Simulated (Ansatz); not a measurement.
# How far is this SnO₂ from the hull?

Method: Ansatz, DFT PBE, scalar-relativistic, plane waves, PAW. All cells share a 420 eV cutoff and Γ-centred k meshes spaced at most about 0.3 Å⁻¹ (2π included). No spin polarisation.

Formation energies are uncorrected and refer to the elements' standard structures at the same level (O₂ as a molecule). The references include grey tin.

All energies are static (0 K, no zero-point motion).

The competitors are the elements and 3 reference phases of this chemical system (from databases or known types: Sn3O4, SnO, SnO2), relaxed at the same level; other known phases may be missing.

The candidate was reached from: 4-connected net, bridging atoms on its edges, bridges bent, changed on relaxing.

```yaml
crystal:
  lattice:
    - [6.29976, 0.00000, 0.00000]
    - [-3.14988, 5.45575, 0.00000]
    - [0.00000, 0.00000, 10.28694]
  atoms:
    - { symbol: Sn, position: [0.33333, 0.66667, 0.93753] }
    - { symbol: Sn, position: [0.66667, 0.33333, 0.43752] }
    - { symbol: Sn, position: [0.66667, 0.33333, 0.06248] }
    - { symbol: Sn, position: [0.33333, 0.66667, 0.56247] }
    - { symbol: O, position: [0.00000, 0.50000, 0.00000] }
    - { symbol: O, position: [0.50000, 0.50000, 0.00000] }
    - { symbol: O, position: [0.50000, 0.00000, 0.00000] }
    - { symbol: O, position: [0.33333, 0.66667, 0.75000] }
    - { symbol: O, position: [0.66667, 0.33333, 0.25000] }
    - { symbol: O, position: [0.50000, 0.00000, 0.50000] }
    - { symbol: O, position: [0.50000, 0.50000, 0.50000] }
    - { symbol: O, position: [0.00000, 0.50000, 0.50000] }
```

Question: Where does it stand against these competitors?

Answer: Not the lowest form: another structure of the same formula lies lower. Its formation energy is -1.182 eV/atom. The lowest competing phase at this composition is this:

| phase | space group | source | share of atoms | ΔE_f (eV/atom) |
| --- | --- | --- | --- | --- |
| SnO2 | P4_2/mnm (No. 136) | Materials Project | 1.0000 | -1.612 |

The candidate lies 0.43 eV/atom above this phase. The candidate matches no cell in the subsets of the Crystallography Open Database and the Materials Project at hand. A phase this far over the hull is unlikely to be made.
